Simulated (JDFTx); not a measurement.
**Fe under changes of volume**

One of the cells (12.019 Å³/atom); the others are scaled copies at fixed shape and fractional positions:

```
Fe
1.0
    -1.44300    1.44300    1.44300
     1.44300   -1.44300    1.44300
     1.44300    1.44300   -1.44300
Fe
1
Direct
  0.00000 0.00000 0.00000
```

| Item | Value |
| --- | --- |
| Program | JDFTx 1.7.0 (patched build) |
| Functional | RPBE |
| Potentials or basis | PseudoDojo-SR-PBE-0.5-standard with smoothed tails |
| Cutoff | 1225 eV |
| Density cutoff | 4898 eV |
| k mesh | 13 × 13 × 13 |
| Occupations | fermi-dirac, width 0.05 eV |
| Spin | collinear spin, ferromagnetic start |
| Starting moments | [3.0] μB |

```csv
volume (Å³/atom),energy over the lowest point (meV/atom),pressure (GPa),moment (μB per cell)
11.298,?,?,?
11.538,11.50,5.4,2.31
11.778,5.51,2.7,2.39
12.019,2.03,1.7,2.51
12.259,0.00,-0.3,2.58
12.499,1.90,-2.9,2.62
12.740,7.79,-5.5,2.63
```

What does the run at 11.298 Å³/atom give?

Energy over the lowest point 23.77 meV/atom; pressure 8.6 GPa; moment 2.23 μB per cell.

Worked out: A Birch-Murnaghan fit of order 3 (a polynomial in V^(-2/3)) to the other rows has its minimum at 12.26 Å³/atom with B0 = V·E''(V) = 114 GPa (rough, since the energies scatter). It gives 17.39 meV/atom at 11.298 Å³/atom, against the run's 23.77, and -dE/dV = 3.8 GPa, against 8.6. A parabola through the other rows of the moment, of slope 0.629 μB per Å³/atom there, extrapolates to 2.16 μB, against the run's 2.23.

Energies are extrapolated to zero smearing.

Caveats: the potentials were made for another functional, which shifts forces and pressure; the cores' own exchange energy is taken off the total, which shifts forces and pressure where cores overlap (some runs).
